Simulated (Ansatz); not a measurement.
Crystal: Ti.

```xyz
1
Lattice="-1.6410 1.6410 1.6410 1.6410 -1.6410 1.6410 1.6410 1.6410 -1.6410" Properties=species:S:1:pos:R:3 pbc="T T T"
Ti    0.0000    0.0000    0.0000
```

This isn't the form of Ti at room conditions, which is hcp.

```yaml
Program: Ansatz 0.2.0
Task: relaxation of cell and atoms
Functional: PBEsol
Dispersion: D3(BJ)
Potentials_or_basis: all-electron LAPW, scalar-relativistic
Basis_error_allowed: 0.001 eV/atom
k_mesh: 11 × 11 × 11
Occupations: fermi-dirac, width 0.05 eV
Spin: no spin polarisation
```

At the start: volume 17.68 Å³/atom.

Task: How do energy, volume and symmetry change on relaxing?

Result: Over 5 steps the energy falls by 85.3 meV/atom and the volume is 15.63 Å³/atom (-11.6 %); space group Im-3m (No. 229, to 0.05 Å).

Step by step:
```
step  energy change (eV)  largest force (eV/Å)  volume (Å³)
   1              0.0000                0.0000        17.68
   2             -0.0809                0.0000        15.21
   3             -0.0852                0.0000        15.70
   4             -0.0853                0.0000        15.63
   5             -0.0853                0.0000        15.63
```

Final structure:
```
Ti
1.0
    -1.57519    1.57519    1.57519
     1.57519   -1.57519    1.57519
     1.57519    1.57519   -1.57519
Ti
1
Direct
  0.00000 0.00000 0.00000
```

Caveat: the volume moved by -12 % from the deposited cell, more than functionals usually miss.
